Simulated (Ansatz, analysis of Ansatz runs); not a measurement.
# MgS (F-43m), nudged elastic band: V_Mg hop (4.0 Å) (q = −2), part 2 of 3

Aim: the barrier of one jump in MgS (F-43m) at charge −2: V_Mg hop (4.0 Å). The model is a cell of 54 host atoms with 1 Mg taken out; Mg is the atom that moves.

Ansatz 0.2.0; plane-wave PAW DFT, PBEsol; nudged elastic band between two relaxed defect structures at fixed charge in a uniform background; PAW set soft_1.

So far: The starting structure; Relaxation of the start point, charge −2; Relaxation of the end point, charge −2.

**4. Nudged elastic band, charge −2**

5 movable images are laid between the ends on a pair-potential path, which keeps atoms from colliding in the first guess. Each image feels the true force across the path and a spring force along it. The highest image is set to climb to the top of the path.

This step: plane-wave PAW DFT, PBEsol; nudged elastic band between two relaxed defect structures at fixed charge in a uniform background; PAW set soft_1.

File qm2.neb/input.yaml:

```yaml
crystal:
  lattice:
    - [0.0, 8.4768995, 8.4768995]
    - [8.4768995, 0.0, 8.4768995]
    - [8.4768995, 8.4768995, 0.0]
  atoms:
    - { symbol: Mg, position: [0.00155453, -0.00125138, -0.00127894] }
    - { symbol: S, position: [0.08357651, 0.08340941, 0.08369811] }
    - { symbol: Mg, position: [0.00151952, -0.00116101, 0.3350255] }
    - { symbol: S, position: [0.08388931, 0.08412599, 0.41710897] }
    - { symbol: Mg, position: [0.00325871, -0.00902924, 0.66988511] }
    - { symbol: S, position: [0.08370681, 0.08407807, 0.74937132] }
    - { symbol: Mg, position: [0.00160216, 0.33474866, -0.00098498] }
    - { symbol: S, position: [0.08393969, 0.41688627, 0.08425679] }
    - { symbol: Mg, position: [0.00017938, 0.33322505, 0.33336799] }
    - { symbol: S, position: [0.08378321, 0.41696417, 0.41695601] }
    - { symbol: Mg, position: [0.00010578, 0.33325998, 0.66758217] }
    - { symbol: S, position: [0.08385845, 0.41688435, 0.749618] }
    - { symbol: Mg, position: [0.00304639, 0.66964911, -0.00874295] }
    - { symbol: S, position: [0.08360785, 0.74936826, 0.08403548] }
    - { symbol: Mg, position: [0.0001444, 0.66751459, 0.33318643] }
    - { symbol: S, position: [0.08362095, 0.74950659, 0.41717703] }
    - { symbol: Mg, position: [0.0028013, 0.66971704, 0.67012996] }
    - { symbol: S, position: [0.08531639, 0.74943914, 0.74977864] }
    - { symbol: Mg, position: [0.33575134, -0.00110149, -0.00057244] }
    - { symbol: S, position: [0.41596386, 0.08444352, 0.0842039] }
    - { symbol: Mg, position: [0.33664952, -0.00851055, 0.33602864] }
    - { symbol: S, position: [0.41607405, 0.08423913, 0.4169063] }
    - { symbol: Mg, position: [0.33650175, -0.00922191, 0.66968386] }
    - { symbol: S, position: [0.4157139, 0.08417034, 0.74923639] }
    - { symbol: Mg, position: [0.33674893, 0.33630075, -0.00886352] }
    - { symbol: S, position: [0.41623296, 0.41685049, 0.08411874] }
    - { symbol: Mg, position: [0.33427371, 0.33347269, 0.33330826] }
    - { symbol: S, position: [0.41633086, 0.41707284, 0.41708599] }
    - { symbol: Mg, position: [0.33678421, 0.33619048, 0.66991256] }
    - { symbol: S, position: [0.41669711, 0.41834554, 0.74969517] }
    - { symbol: Mg, position: [0.33638931, 0.66963946, -0.00939658] }
    - { symbol: S, position: [0.41568112, 0.74877812, 0.08434088] }
    - { symbol: Mg, position: [0.33642231, 0.66991099, 0.33638258] }
    - { symbol: S, position: [0.41667313, 0.75002068, 0.41778926] }
    - { symbol: S, position: [0.41575636, 0.74913027, 0.74910607] }
    - { symbol: Mg, position: [0.66608318, -0.00070783, -0.00068669] }
    - { symbol: S, position: [0.75023806, 0.08345989, 0.08347741] }
    - { symbol: Mg, position: [0.66545453, -0.00122323, 0.33476063] }
    - { symbol: S, position: [0.75022056, 0.08354748, 0.41694862] }
    - { symbol: Mg, position: [0.66581761, -0.00076781, 0.66915809] }
    - { symbol: S, position: [0.75136387, 0.08420345, 0.74919061] }
    - { symbol: Mg, position: [0.66561676, 0.33477624, -0.00133051] }
    - { symbol: S, position: [0.75033974, 0.41680356, 0.08359251] }
    - { symbol: Mg, position: [0.6656769, 0.33481136, 0.33497611] }
    - { symbol: S, position: [0.75109441, 0.41710307, 0.41698852] }
    - { symbol: Mg, position: [0.65819442, 0.33609294, 0.66979024] }
    - { symbol: S, position: [0.7509726, 0.41687637, 0.74927667] }
    - { symbol: Mg, position: [0.66584261, 0.66899171, -0.00090131] }
    - { symbol: S, position: [0.75115316, 0.74914804, 0.08419297] }
    - { symbol: Mg, position: [0.65816216, 0.66990048, 0.33594126] }
    - { symbol: S, position: [0.75091921, 0.74937571, 0.41675941] }
    - { symbol: Mg, position: [0.65744075, 0.66963444, 0.6695733] }
    - { symbol: S, position: [0.75086267, 0.74906964, 0.74895408] }
total_charge: -2
basis:
  ecutwfc: 420
  xc_grid: 2
hamiltonian:
  xc: pbesol
  pseudopotentials: { kind: paw, azcp: { folder: soft_1 }, xc_functional: pbe }
kpoints:
  mp_grid: { grid: [1, 1, 1], shift: [0.25, 0.25, 0.25] }
scf:
  occupations: { method: fixed }
  max_iter: 100
output:
  forces: true
neb:
  images: 5
  f_tol: 0.04
  climbing: true
  initial_path: idpp
  max_iterations: 45
  order_check: false
  final_atoms:
    - { symbol: Mg, position: [0.00169287, -0.00122171, 0.00016944] }
    - { symbol: S, position: [0.08379011, 0.08423698, 0.08233486] }
[... 9 atom lines left out ...]
    - { symbol: S, position: [0.08369586, 0.41700288, 0.74968013] }
[... 3 atom lines left out ...]
    - { symbol: S, position: [0.08484693, 0.74999463, 0.41531913] }
    - { symbol: Mg, position: [0.00292238, 0.6698398, 0.65672382] }
    - { symbol: S, position: [0.08369009, 0.74938578, 0.74943207] }
[... 2 atom lines left out ...]
    - { symbol: Mg, position: [0.33645838, -0.00912015, 0.33485845] }
[... 6 atom lines left out ...]
    - { symbol: S, position: [0.41670216, 0.41812362, 0.41532355] }
    - { symbol: Mg, position: [0.33656559, 0.33613562, 0.6567409] }
    - { symbol: S, position: [0.41616164, 0.41688185, 0.74942968] }
[... 2 atom lines left out ...]
    - { symbol: Mg, position: [0.33658759, 0.66973809, 0.65569522] }
    - { symbol: S, position: [0.4159375, 0.74927406, 0.41410049] }
    - { symbol: S, position: [0.41583648, 0.74908345, 0.74928075] }
[... 14 atom lines left out ...]
    - { symbol: Mg, position: [0.65754149, 0.66977498, 0.33481804] }
[... 2 atom lines left out ...]
    - { symbol: S, position: [0.75109529, 0.74904622, 0.74973377] }
```

Launch:

```bash
$ ansatz run input.yaml --threads 4 --pin off --max-ram 8478MiB --backend cpu --events-out ev --progress --plain --runs-dir out
```

The program printed:

```text
Warning: neb: disabling space-group detection — the band's intermediate images generally break the endpoint symmetry, so the full k-mesh is solved, and no spatial operation symmetrises the density, except that a semilocal band can use its path's symmetry [...]
[...]
parallel-image band execution: 3 concurrent image workers
NEB image 0
Crystal: 53 atoms, lattice volume = 1218.263 Å³
Basis set: ecut = 420 eV, 23589 PW (Γ), exchange–correlation on 162×162×162 points (8 copies of the dense FFT grid, shifted against one another)
Bands: 265, of which v1, the nominal top of the filled ones, is band 212 counted from 1 (211 counted from 0)
Symmetry: 1 space group operations
k-points: 1
[...]
SCF iter   1: F=—  HF=-73669.153863 eV  |F-HF|=—  |Δ(HF+E_count)|=         —  Δρ=3.04e-2  dr2=1.28e1  ethr=3.10e-3  ⟨swp⟩=5.0  Hψ=788  notcnv=0  defer=49
[...]
SCF iter   9: F=-73666.934201 eV  HF=-73666.934201 eV  |F-HF|=3.01e-8  |Δ(HF+E_count)|=   1.21e-7  Δρ=1.61e-6  dr2=4.59e-8  ethr=2.36e-11  ⟨swp⟩=5.0  Hψ=868  notcnv=0
SCF 1 converged in 9 iterations: F = -73666.934201 eV  dr2 = 4.59e-8
[...]
NSCF: frozen V_eff on 1 k-points
NEB image 6
SCF iter   1: F=—  HF=-73669.151265 eV  |F-HF|=—  |Δ(HF+E_count)|=         —  Δρ=3.04e-2  dr2=1.29e1  ethr=3.10e-3  ⟨swp⟩=5.0  Hψ=789  notcnv=0  defer=49
[...]
SCF iter   9: F=-73666.934399 eV  HF=-73666.934399 eV  |F-HF|=3.29e-8  |Δ(HF+E_count)|=   1.31e-7  Δρ=1.63e-6  dr2=4.44e-8  ethr=2.36e-11  ⟨swp⟩=5.0  Hψ=874  notcnv=0
SCF 2 converged in 9 iterations: F = -73666.934399 eV  dr2 = 4.44e-8
[...]
NEB end point (image 0): max|allowed force component| = 1.215e-2 eV/Å (the criterion of neb.relax_end_points is 1.000e-2)
NEB end point (image 6): max|allowed force component| = 4.644e-3 eV/Å (the criterion of neb.relax_end_points is 1.000e-2)
NEB image 1
[...]
SCF iter   1: F=—  HF=-73668.512768 eV  |F-HF|=—  |Δ(HF+E_count)|=         —  Δρ=3.05e-2  dr2=1.31e1  ethr=3.10e-3  ⟨swp⟩=5.0  Hψ=790  notcnv=0  defer=49
[...]
SCF iter   9: F=-73666.204182 eV  HF=-73666.204182 eV  |F-HF|=2.72e-8  |Δ(HF+E_count)|=   1.70e-7  Δρ=1.44e-6  dr2=3.61e-8  ethr=2.36e-11  ⟨swp⟩=5.0  Hψ=961  notcnv=0
SCF 3 converged in 9 iterations: F = -73666.204182 eV  dr2 = 3.61e-8
NEB image 2
[...]
SCF iter   1: F=—  HF=-73667.491596 eV  |F-HF|=—  |Δ(HF+E_count)|=         —  Δρ=3.07e-2  dr2=1.36e1  ethr=3.10e-3  ⟨swp⟩=5.0  Hψ=796  notcnv=0  defer=48
[...]
SCF iter   9: F=-73665.057018 eV  HF=-73665.057018 eV  |F-HF|=2.57e-8  |Δ(HF+E_count)|=   1.58e-7  Δρ=1.48e-6  dr2=3.82e-8  ethr=2.36e-11  ⟨swp⟩=5.0  Hψ=882  notcnv=0
SCF 4 converged in 9 iterations: F = -73665.057018 eV  dr2 = 3.82e-8
NEB image 3
[...]
SCF iter   1: F=—  HF=-73667.049966 eV  |F-HF|=—  |Δ(HF+E_count)|=         —  Δρ=3.07e-2  dr2=1.37e1  ethr=3.10e-3  ⟨swp⟩=5.0  Hψ=797  notcnv=0  defer=48
[...]
SCF iter   9: F=-73664.581537 eV  HF=-73664.581537 eV  |F-HF|=2.08e-8  |Δ(HF+E_count)|=   1.61e-7  Δρ=1.28e-6  dr2=3.06e-8  ethr=2.36e-11  ⟨swp⟩=5.0  Hψ=881  notcnv=0
SCF 5 converged in 9 iterations: F = -73664.581537 eV  dr2 = 3.06e-8
NEB image 4
SCF iter   1: F=—  HF=-73667.479777 eV  |F-HF|=—  |Δ(HF+E_count)|=         —  Δρ=3.07e-2  dr2=1.36e1  ethr=3.10e-3  ⟨swp⟩=5.0  Hψ=796  notcnv=0  defer=48
[...]
SCF iter   9: F=-73665.043821 eV  HF=-73665.043821 eV  |F-HF|=2.57e-8  |Δ(HF+E_count)|=   1.59e-7  Δρ=1.46e-6  dr2=3.75e-8  ethr=2.36e-11  ⟨swp⟩=5.0  Hψ=881  notcnv=0
SCF 6 converged in 9 iterations: F = -73665.043821 eV  dr2 = 3.75e-8
NEB image 5
SCF iter   1: F=—  HF=-73668.506016 eV  |F-HF|=—  |Δ(HF+E_count)|=         —  Δρ=3.05e-2  dr2=1.32e1  ethr=3.10e-3  ⟨swp⟩=5.0  Hψ=790  notcnv=0  defer=49
[...]
SCF iter   9: F=-73666.197766 eV  HF=-73666.197766 eV  |F-HF|=2.64e-8  |Δ(HF+E_count)|=   1.65e-7  Δρ=1.49e-6  dr2=3.86e-8  ethr=2.36e-11  ⟨swp⟩=5.0  Hψ=961  notcnv=0
SCF 7 converged in 9 iterations: F = -73666.197766 eV  dr2 = 3.86e-8
NEB iter   1: max|band force component| = 4.503e0 eV/Å  barrier→ = 2.3527 eV  barrier← = 2.3529 eV  Δτ_max = 0.2000 Å  (63 SCF iters)
NEB image 1
[...]
iter 1 solved again at ethr=3.86e-5 eV; its pass at ethr=3.10e-3 eV (dr2=1.63e-1 eV) is discarded
[...]
SCF iter   7: F=-73666.640413 eV  HF=-73666.640413 eV  |F-HF|=4.95e-9  |Δ(HF+E_count)|=   1.33e-7  Δρ=1.68e-6  dr2=5.78e-8  ethr=2.36e-11  ⟨swp⟩=5.0  Hψ=924  notcnv=0
SCF 8 converged in 7 iterations: F = -73666.640413 eV  dr2 = 5.78e-8
NEB image 2
[...]
SCF iter   8: F=-73666.091765 eV  HF=-73666.091765 eV  |F-HF|=3.06e-10  |Δ(HF+E_count)|=   3.58e-8  Δρ=6.90e-7  dr2=9.34e-9  ethr=2.36e-11  ⟨swp⟩=5.0  Hψ=830  notcnv=0
SCF 9 converged in 8 iterations: F = -73666.091765 eV  dr2 = 9.34e-9
NEB image 3
[...]
SCF iter   7: F=-73665.719064 eV  HF=-73665.719064 eV  |F-HF|=4.22e-10  |Δ(HF+E_count)|=   2.96e-7  Δρ=1.82e-6  dr2=6.85e-8  ethr=2.36e-11  ⟨swp⟩=5.0  Hψ=961  notcnv=0
SCF 10 converged in 7 iterations: F = -73665.719064 eV  dr2 = 6.85e-8
NEB image 4
[...]
SCF iter   8: F=-73666.086184 eV  HF=-73666.086184 eV  |F-HF|=1.75e-10  |Δ(HF+E_count)|=   3.34e-8  Δρ=6.82e-7  dr2=9.26e-9  ethr=2.36e-11  ⟨swp⟩=5.0  Hψ=788  notcnv=0
SCF 11 converged in 8 iterations: F = -73666.086184 eV  dr2 = 9.26e-9
NEB image 5
[...]
SCF iter   7: F=-73666.641744 eV  HF=-73666.641744 eV  |F-HF|=4.79e-9  |Δ(HF+E_count)|=   1.58e-7  Δρ=1.69e-6  dr2=6.00e-8  ethr=2.36e-11  ⟨swp⟩=5.0  Hψ=924  notcnv=0
SCF 12 converged in 7 iterations: F = -73666.641744 eV  dr2 = 6.00e-8
NEB iter   2: max|band force component| = 1.149e0 eV/Å  barrier→ = 1.2151 eV  barrier← = 1.2153 eV  Δτ_max = 0.2000 Å  (37 SCF iters)
NEB image 1
[...]
SCF iter   7: F=-73666.712493 eV  HF=-73666.712493 eV  |F-HF|=1.43e-9  |Δ(HF+E_count)|=   6.53e-8  Δρ=7.83e-7  dr2=1.46e-8  ethr=2.36e-11  ⟨swp⟩=5.0  Hψ=858  notcnv=0
SCF 13 converged in 7 iterations: F = -73666.712493 eV  dr2 = 1.46e-8
NEB image 2
[...]
SCF iter   7: F=-73666.218134 eV  HF=-73666.218134 eV  |F-HF|=4.51e-9  |Δ(HF+E_count)|=   6.46e-8  Δρ=1.44e-6  dr2=4.57e-8  ethr=2.36e-11  ⟨swp⟩=5.0  Hψ=953  notcnv=0
SCF 14 converged in 7 iterations: F = -73666.218134 eV  dr2 = 4.57e-8
NEB image 3
[...]
NEB iter   8: max|band force component| = 2.826e-2 eV/Å  barrier→ = 0.7065 eV  barrier← = 0.7067 eV  CI = image 3  Δτ_max = 0.0226 Å  (26 SCF iters)
[...]
NEB iter   9: max|band force component| = 7.952e-2 eV/Å  barrier→ = 0.7061 eV  barrier← = 0.7063 eV  CI = image 3  Δτ_max = 0.0217 Å  (5 SCF iters)
NEB image 1
[...]
SCF iter   4: F=-73666.822585 eV  HF=-73666.822585 eV  |F-HF|=2.08e-9  |Δ(HF+E_count)|=   1.78e-7  Δρ=1.51e-6  dr2=4.25e-8  ethr=2.36e-11  ⟨swp⟩=5.0  Hψ=918  notcnv=0
SCF 44 converged in 4 iterations: F = -73666.822585 eV  dr2 = 4.25e-8
NEB image 2
[...]
SCF iter   5: F=-73666.411893 eV  HF=-73666.411893 eV  |F-HF|=2.33e-9  |Δ(HF+E_count)|=   7.67e-8  Δρ=1.02e-6  dr2=2.29e-8  ethr=2.36e-11  ⟨swp⟩=5.0  Hψ=959  notcnv=0
SCF 45 converged in 5 iterations: F = -73666.411893 eV  dr2 = 2.29e-8
NEB image 3
[...]
SCF iter   5: F=-73666.228340 eV  HF=-73666.228340 eV  |F-HF|=5.24e-10  |Δ(HF+E_count)|=   3.32e-8  Δρ=6.55e-7  dr2=8.63e-9  ethr=2.36e-11  ⟨swp⟩=4.0  Hψ=879  notcnv=0
SCF 46 converged in 5 iterations: F = -73666.228340 eV  dr2 = 8.63e-9
NEB image 4
[...]
SCF iter   5: F=-73666.234633 eV  HF=-73666.234633 eV  |F-HF|=1.01e-8  |Δ(HF+E_count)|=   3.74e-8  Δρ=1.22e-6  dr2=3.92e-8  ethr=2.36e-11  ⟨swp⟩=5.0  Hψ=962  notcnv=0
SCF 47 converged in 5 iterations: F = -73666.234633 eV  dr2 = 3.92e-8
NEB image 5
[...]
SCF iter   5: F=-73666.614690 eV  HF=-73666.614690 eV  |F-HF|=1.76e-9  |Δ(HF+E_count)|=   3.57e-8  Δρ=6.39e-7  dr2=9.95e-9  ethr=2.36e-11  ⟨swp⟩=5.0  Hψ=913  notcnv=0
SCF 48 converged in 5 iterations: F = -73666.614690 eV  dr2 = 9.95e-9
NEB image 1
[...]
NEB image 2
[...]
NEB image 4
[...]
NEB image 5
[...]
NEB image 3
[...]
the band table was solved once a step of the walk had ended and its energy, with any forces and stress, was formed, with the checks that follow a solve (1273 applications of the Hamiltonian). They found nothing against the state; [...]
NEB iter  10: max|band force component| = 1.012e-2 eV/Å  barrier→ = 0.7059 eV  barrier← = 0.7061 eV  CI = image 3  Δτ_max = 0.0000 Å  (24 SCF iters)
SCF converged after 5 iterations
Free energy (F): -73666.228340 eV
[...]
Internal energy: -73666.228340 eV  (E = F + TS)
E sigma→0 (E₀):  -73666.228340 eV
Fermi energy:    3.915068 eV
[...]
--- Forces (eV/Å), atoms counted from 1 ---
  atom   1  Mg    -0.00034227    -0.00013938     0.00014154
  atom   2  S      0.00021385     0.00002203     0.00010951
  [... 13 atoms left out ...]
  atom  16  S     -0.00060164     0.00889900     0.00288167
  atom  17  Mg     0.00116157     0.00173995     0.00337606
  atom  18  S      0.00474567    -0.00038382    -0.00039639
  [... 2 atoms left out ...]
  atom  21  Mg     0.00055027    -0.00252994     0.00017125
  [... 6 atoms left out ...]
  atom  28  S     -0.00356491    -0.00002407    -0.00130751
  atom  29  Mg    -0.00245312    -0.00069880     0.00067051
  atom  30  S     -0.00130436    -0.00724910     0.00210792
  [... 2 atoms left out ...]
  atom  33  Mg     0.00234846    -0.00014883    -0.00150548
  atom  34  S     -0.00024152    -0.00143773    -0.00433191
  [... 15 atoms left out ...]
  atom  50  Mg    -0.00286885    -0.00002699     0.00030104
  [... 3 atoms left out ...]
  max |Σ_I F_I| component: 2.32e-5 eV/Å
--- Band table (eV) ---
[...]
this run last wrote the band of iteration 10 to <dir>; this run last wrote the band within `neb.f_tol` of iteration 8 to <dir>
--- NEB band (7 images, 10 band iterations, 314 SCF iterations) ---
  forward barrier  = 0.705861 eV
  backward barrier = 0.706059 eV
  climbing image's point = of an order that was not read
  energies are F+E_penalty+E_count in eV, relative to image 0
  image     s (Å)  Δ vs image 0  max|band force component| (eV/Å)
      0    0.0000      0.000000                                 —
      1    0.6648      0.111616                          2.796e-3
      2    1.3295      0.522308                          7.987e-3
  *   3    1.9942      0.705861                          8.670e-3
      4    3.0171      0.699568                          1.012e-2
      5    4.0402      0.319511                          4.337e-3
      6    5.0632     -0.000198                                 —
  climbing-image geometry (image 3):
  cell:  # Å, volume = 1218.2631 Å³
    - [0.0, 8.4768995, 8.4768995]
    - [8.4768995, 0.0, 8.4768995]
    - [8.4768995, 8.4768995, 0.0]
  atoms:
    - { symbol: Mg, position: [0.002820, -0.002845, -0.001118] }
    - { symbol: S, position: [0.083133, 0.080246, 0.086989] }
    - { symbol: Mg, position: [0.005020, -0.005700, 0.338459] }
    - { symbol: S, position: [0.088626, 0.087604, 0.411518] }
    - { symbol: Mg, position: [0.006211, -0.011494, 0.662691] }
    - { symbol: S, position: [0.082479, 0.079382, 0.748274] }
    - { symbol: Mg, position: [-0.002180, 0.331048, 0.003917] }
    - { symbol: S, position: [0.086048, 0.418703, 0.078520] }
    - { symbol: Mg, position: [0.004030, 0.337168, 0.328312] }
    - { symbol: S, position: [0.085016, 0.418403, 0.416836] }
    - { symbol: Mg, position: [-0.003538, 0.329417, 0.667271] }
    - { symbol: S, position: [0.078299, 0.411517, 0.753696] }
    - { symbol: Mg, position: [0.014620, 0.670112, -0.020315] }
    - { symbol: S, position: [0.087166, 0.748224, 0.082086] }
    - { symbol: Mg, position: [0.011921, 0.668725, 0.332527] }
    - { symbol: S, position: [0.088222, 0.744338, 0.431104] }
    - { symbol: Mg, position: [-0.019240, 0.665406, 0.679517] }
    - { symbol: S, position: [0.093241, 0.742132, 0.732276] }
    - { symbol: Mg, position: [0.337293, -0.013240, 0.009455] }
    - { symbol: S, position: [0.418504, 0.093824, 0.073299] }
    - { symbol: Mg, position: [0.341485, 0.009164, 0.324952] }
    - { symbol: S, position: [0.418531, 0.095363, 0.415229] }
    - { symbol: Mg, position: [0.336288, -0.014731, 0.667255] }
    - { symbol: S, position: [0.414505, 0.069569, 0.757517] }
    - { symbol: Mg, position: [0.337693, 0.346484, -0.018921] }
    - { symbol: S, position: [0.415187, 0.420252, 0.082929] }
    - { symbol: Mg, position: [0.335290, 0.345730, 0.333357] }
    - { symbol: S, position: [0.410271, 0.422834, 0.431968] }
    - { symbol: Mg, position: [0.332294, 0.314689, 0.680329] }
    - { symbol: S, position: [0.409952, 0.425225, 0.734219] }
    - { symbol: Mg, position: [0.342788, 0.675878, -0.004887] }
    - { symbol: S, position: [0.410658, 0.743847, 0.104228] }
    - { symbol: Mg, position: [0.304453, 0.639901, 0.489615] }
    - { symbol: S, position: [0.437417, 0.770448, 0.417079] }
    - { symbol: S, position: [0.410121, 0.743604, 0.753026] }
    - { symbol: Mg, position: [0.668550, 0.001130, -0.004847] }
    - { symbol: S, position: [0.751150, 0.084259, 0.081960] }
    - { symbol: Mg, position: [0.668194, 0.001705, 0.333778] }
    - { symbol: S, position: [0.752022, 0.086063, 0.417567] }
    - { symbol: Mg, position: [0.663921, -0.002680, 0.669441] }
    - { symbol: S, position: [0.752687, 0.084961, 0.744094] }
    - { symbol: Mg, position: [0.664086, 0.335956, -0.000819] }
    - { symbol: S, position: [0.746987, 0.416396, 0.087346] }
    - { symbol: Mg, position: [0.660349, 0.339115, 0.338872] }
    - { symbol: S, position: [0.754497, 0.421710, 0.411983] }
    - { symbol: Mg, position: [0.655996, 0.338563, 0.663374] }
    - { symbol: S, position: [0.746480, 0.415610, 0.748555] }
    - { symbol: Mg, position: [0.653565, 0.670523, 0.009229] }
    - { symbol: S, position: [0.761679, 0.751081, 0.072590] }
    - { symbol: Mg, position: [0.676099, 0.674531, 0.324441] }
    - { symbol: S, position: [0.761669, 0.752009, 0.414873] }
    - { symbol: Mg, position: [0.651776, 0.669394, 0.666936] }
    - { symbol: S, position: [0.735790, 0.747896, 0.757322] }
```

Elapsed: 17 min, on 4 threads of Arm Neoverse V1, shared host; peak memory 4.9 GiB; 43 min of CPU time.

The path, image by image:

```tsv
image	path (Å)	energy (eV)	Mg33: x, y, z (Å)
0	0.000	0.0000	8.530, 5.703, 8.531
1	0.665	0.1116	8.772, 5.941, 8.476
2	1.330	0.5223	9.160, 6.321, 8.249
3	1.994	0.7059	9.575, 6.731, 8.005
4	3.017	0.6996	10.172, 7.351, 7.960
5	4.040	0.3195	10.803, 7.981, 8.338
6	5.063	-0.0002	11.236, 8.411, 8.531
```

This step gave:

```yaml
free_energy: -73666.2283 eV
barrier_forward: 0.7059 eV
barrier_backward: 0.7061 eV
end_less_start: -1.98e-4 eV
hop_length: 3.828 Å
```

Track of the atom that was set to move:

```tsv
image	x (Å)	y (Å)	z (Å)	nearest neighbour	distance (Å)
0	8.53	5.703	8.531	S	2.367
1	8.772	5.941	8.476	S	2.367
2	9.16	6.321	8.249	S	2.339
3	9.575	6.731	8.005	S	2.344
4	10.17	7.351	7.96	S	2.342
5	10.8	7.981	8.338	S	2.341
6	11.24	8.411	8.531	S	2.365
```

The band met its tolerance of 0.04 eV/Å after 10 iterations, with image 3 on top (the start counts as 0). Mg33, which moves farthest between the ends, has 4 S at 2.37 to 2.48 Å nearest at the start and 3 S at 2.34 to 2.55 Å at the top. Between images 4 and 5 a bond changes partner or an atom moves over 0.9 Å. No image samples that step, so along this band the top may lie higher.

(Continued in part 3 of 3.)

[Long decimals in the printed logs are rounded to 6 places.]

[Repeated set-up lines and some long k-point lines are left out of the logs, and relaxed atomic positions are cut to six decimals.]

[Logs are printed without paths, hosts, clocks, repeated set-up lines and the standing remarks that a program may print on its own settings, such as how far it seeks lower states.]

[Hosts, paths, dates, database ids (printed as entryN), source tags and the programs' standing remarks are cut or masked in the printed files.]
